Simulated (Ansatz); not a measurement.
RbCl in the rocksalt structure, relaxed with r2SCAN: 5 runs in the plane-wave code Ansatz, each a calculation of independent-particle optics. It is cubic, Fm-3m (No. 225); a = 6.612 Å in the conventional setting, 36.13 Å³ an atom. Around Rb lie 6 Cl at 3.31 Å; around Cl lie 6 Rb at 3.31 Å. Non-magnetic throughout; all numbers are computed.

```
CELL_PARAMETERS angstrom
0.00000 3.30581 3.30581
3.30581 0.00000 3.30581
3.30581 3.30581 0.00000
ATOMIC_POSITIONS crystal
Rb 0.00000 0.00000 0.00000
Cl 0.50000 0.50000 0.50000
```

On meshes this coarse, single peaks can be features of the mesh. No local fields, no excitons; the zone sum runs over the cells of the mesh, and ε∞ includes the bands left out of the spectrum. Up to four peaks are listed, those above 15 % of the tallest and inside the complete range; the four can differ from row to row.

| functional | k mesh | broadening (eV) | scissors (eV) | range (eV) | direct gap on the mesh before scissors (eV) | ε∞ xx | ε∞ yy | ε∞ zz | complete up to (eV) | tallest peaks of mean ε₂ (eV) |
| --- | --- | --- | --- | --- | --- | --- | --- | --- | --- | --- |
| PBE | 6×6×6 | 0.1 | 0.00 | 0–20 | 4.96 | 2.57 | 2.57 | 2.57 | 7.7 | none |
| r2SCAN | 6×6×6 | 0.1 | 0.00 | 0–20 | 5.56 | 2.43 | 2.43 | 2.43 | 8.3 | none |
| LDA | 6×6×6 | 0.1 | 0.00 | 0–20 | 4.51 | 2.68 | 2.68 | 2.68 | 7.4 | none |
| PBE+SOC | 6×6×6 | 0.1 | 0.00 | 0–20 | 4.91 | 2.58 | 2.58 | 2.58 | 7.6 | none |

Question: Estimate from these rows what the further settings give.
```csv
functional,k mesh,broadening (eV),scissors (eV),range (eV)
PBE,6×6×6,0.1,1.29 (to HSE06),0–20
```

Answer:

| functional | k mesh | broadening (eV) | scissors (eV) | range (eV) | direct gap on the mesh before scissors (eV) | ε∞ xx | ε∞ yy | ε∞ zz | complete up to (eV) | tallest peaks of mean ε₂ (eV) |
| --- | --- | --- | --- | --- | --- | --- | --- | --- | --- | --- |
| PBE | 6×6×6 | 0.1 | 1.29 (to HSE06) | 0–20 | 4.96 | 2.40 | 2.40 | 2.40 | 9.0 | none |

Only the levels marked +SOC include spin-orbit coupling.
